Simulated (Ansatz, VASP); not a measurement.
## One calculation of Re, two programs

The input INCAR:

```
SYSTEM = Re
ALGO     = Fast           ! electronic algorithm
EDIFF    = 1E-6           ! SCF threshold, eV
ENCUT    = 520            ! plane-wave cutoff, eV
GGA      = PE             ! functional
ISIF     = 2              ! what is computed and relaxed
ISMEAR   = 0              ! smearing method
LASPH    = .TRUE.         ! aspherical terms in the spheres
LCHARG   = .FALSE.        ! write CHGCAR
LREAL    = .FALSE.        ! projectors in reciprocal space
LWAVE    = .FALSE.        ! write WAVECAR
NBANDS   = 10             ! bands
NELM     = 80             ! most SCF steps
PREC     = Accurate       ! precision mode
SIGMA    = 0.15           ! smearing width, eV
```

File KPOINTS:

```
k-points
0
G
  10 10 10
  0 0 0
```

Contents of POSCAR:

```
Re
1.0
    0.0000000000      1.9577236186      2.1730732166
    1.9038862191      0.0000000000      2.1730732166
    1.9038862191      1.9577236186      0.0000000000
Re
1
Direct
    0.0000000000      0.0000000000      0.0000000000
```

Input for Ansatz:

```yaml
crystal:
  lattice:
    - [0.0, 1.9577236186, 2.1730732166]
    - [1.9038862191, 0.0, 2.1730732166]
    - [1.9038862191, 1.9577236186, 0.0]
  atoms:
    - { symbol: Re, position: [0.0, 0.0, 0.0] }
basis:
  ecutwfc: 420
kpoints:
  mp_grid: { grid: [10, 10, 10] }
hamiltonian:
  xc: pbe
scf:
  occupations: { method: gaussian, width: 0.15 }
output:
  forces: true
  stress: true
  eigenvalues: true
```

Change from the starting cell: normal strain along x -0.0275, normal strain along z +0.1100.

Alike in both runs: task single point; functional PBE; k mesh 10 × 10 × 10; occupations gaussian, width 0.15 eV; no spin polarisation.

```csv
,VASP,Ansatz
version,VASP 6.6.1,Ansatz 0.2.0
potentials or method,"VASP PAW PBE potentials, release 64 (Re)","scalar-relativistic, plane waves, PAW"
plane-wave cutoff (eV),520,420
valence electrons in the cell,7,15
```

|  | VASP | Ansatz | Ansatz less VASP |
| --- | --- | --- | --- |
| gap on the k mesh at the Fermi level (eV) | none | none | - |
| pressure (GPa) | -22.4 | -21.5 | +0.89 |
| largest component of the traceless stress (GPa) | 16.91 | 17.26 | +0.354 |

A gap of «none» marks a metal or a gap that the smearing closes. With one functional, cell and mesh, what is left measures potentials, basis and numerics. The two sets of potentials don't hold the same shells in valence.

Caveats: so large a pressure means that the cell lies far from this level's equilibrium, or that cutoff or potentials fall short (VASP). The runs have no spin-orbit coupling, so splittings on Re are missing.
